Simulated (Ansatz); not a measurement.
Crystal: MoS2, a slab with vacuum.

```
CELL_PARAMETERS angstrom
3.18402 0.00000 0.00000
-1.59201 2.75744 0.00000
0.00000 0.00000 28.38732
ATOMIC_POSITIONS crystal
Mo 0.33333 0.66667 0.22816
Mo 0.33333 0.66667 0.77184
Mo 0.66667 0.33333 0.00000
S 0.66667 0.33333 0.17349
S 0.66667 0.33333 0.71719
S 0.33333 0.66667 0.94533
S 0.66667 0.33333 0.28281
S 0.66667 0.33333 0.82651
S 0.33333 0.66667 0.05467
```

Base run:

* Program: Ansatz 0.2.0
* Functional: r2SCAN
* Potentials or basis: Ansatz PAW
* Cutoff: 500 eV
* Density cutoff: 2000 eV
* k mesh: 10 × 10 × 1
* Occupations: fermi-dirac, width 0.05 eV
* Spin: no spin polarisation

Its results: band gap on the k mesh 1.38 eV, indirect (least direct gap 1.99 eV); largest force 0.017 eV/Å.

**Question.** The run is repeated on the same cell with these changes: functional from r2SCAN to LDA; cutoff from 500 eV to 420 eV; density cutoff from 2000 eV to 1680 eV. What comes out?

**Answer.** Band gap on the k mesh 1.28 eV, indirect (least direct gap 1.88 eV); largest force 0.396 eV/Å.

r2SCAN gives the wider gap, since meta-GGAs in the generalised Kohn-Sham scheme recover part of the derivative discontinuity.

Caveats: the k mesh misses the band edges, so the gap on the mesh is wider than the one along the path; the PAW data sets come from PBE, with cores solved anew for the run's functional, which leaves a small shift of forces and pressure.

Not every run made on this cell is shown here.
